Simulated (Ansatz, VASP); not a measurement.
Two plane-wave programs on CO2

```
CELL_PARAMETERS angstrom
4.31415 2.49078 3.53467
-4.31415 2.49078 3.53467
0.00000 -4.98155 3.53467
ATOMIC_POSITIONS crystal
C 0.00000 0.00000 0.00000
C 0.50000 0.50000 0.50000
C 0.25000 0.49978 0.00022
C 0.00022 0.25000 0.49978
C 0.49978 0.00022 0.25000
C 0.75000 0.50022 0.99978
C 0.99978 0.75000 0.50022
C 0.50022 0.99978 0.75000
O 0.35061 0.38531 0.88632
O 0.88632 0.35061 0.38531
O 0.38531 0.88632 0.35061
O 0.61368 0.11469 0.14939
O 0.11469 0.14939 0.61368
O 0.14939 0.61368 0.11469
O 0.64939 0.61469 0.11368
O 0.11368 0.64939 0.61469
O 0.61469 0.11368 0.64939
O 0.38632 0.88531 0.85061
O 0.88531 0.85061 0.38632
O 0.85061 0.38632 0.88531
O 0.10950 0.10950 0.10950
O 0.39050 0.39050 0.39050
O 0.89050 0.89050 0.89050
O 0.60950 0.60950 0.60950
```

Alike in both runs: functional PBE; k mesh 4 × 4 × 4; occupations fermi-dirac, width 0.02 eV; no spin polarisation.

Ansatz relaxed the structure, and its values are those at the end. VASP's run is a single point on that final structure, the one shown.

|  | VASP | Ansatz |
| --- | --- | --- |
| version | VASP 6.6.1 | Ansatz 0.2.0 |
| potentials or method | VASP PAW PBE potentials, release 64 (C, O) | plane-wave PAW, scalar-relativistic |
| plane-wave cutoff (eV) | 520 | 420 |
| valence electrons in the cell | 128 | 128 |

|  | VASP | Ansatz | Ansatz less VASP |
| --- | --- | --- | --- |
| gap on the k mesh at the Fermi level (eV) | 6.40 | 6.41 | +0.007 |
| pressure (GPa) | 19.7 | 17.4 | -2.37 |
| rms of the force components (eV/Å) | 0.313 | 0.004 | -0.3093 |

One of these differences is far larger than is usual between the two programs; its cause wasn't traced. Ansatz warned: «stress_scf_threshold_loose».

Caveats: the standard files for N, O and F lose accuracy on very short bonds; so large a pressure means that the cell lies far from this level's equilibrium, or that cutoff or potentials fall short (VASP). A k mesh can miss the band edges.
